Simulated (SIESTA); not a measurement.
Crystal: Ru.

```xyz
2
Lattice="2.7058 0.0000 0.0000 -1.3529 2.3433 0.0000 0.0000 0.0000 4.2819" Properties=species:S:1:pos:R:3 pbc="T T T"
Ru    1.3529    0.7811    3.2114
Ru    0.0000    1.5622    1.0705
```

Base run:

| Property | Result |
| --- | --- |
| Program | SIESTA 5.4.2 |
| Functional | vdW-DF2 |
| Potentials or basis | PseudoDojo 0.4 standard (PBE files) |
| Basis | DZP (energy shift 0.002 Ry) |
| Grid cutoff | 800 Ry |
| Energy shift | 0.002 Ry |
| k mesh | 11 × 11 × 6 |
| Occupations | fermi-dirac, width 0.05 eV |
| Spin | no spin polarisation |

Its results: band gap on the k mesh none (metal or under the smearing width); pressure 29.7 GPa.

Question: The run is repeated on the same cell with these changes: functional from vdW-DF2 to BLYP. What comes out?

Answer: Band gap on the k mesh none (metal or under the smearing width); pressure 20.2 GPa.

Caveats: semicore shells carry a single zeta, which can move pressures by several GPa and volumes by a few percent; the potentials were made for another functional, which shifts forces and pressure; the basis of atomic orbitals isn't converged, which shifts pressures, moduli and gaps; a pressure of tens of GPa on the cell as given is suspect, and the run, the potentials or the cell itself is likely at fault (some runs); so large a pressure means that the cell lies far from this level's equilibrium, or that cutoff or potentials fall short (some runs).
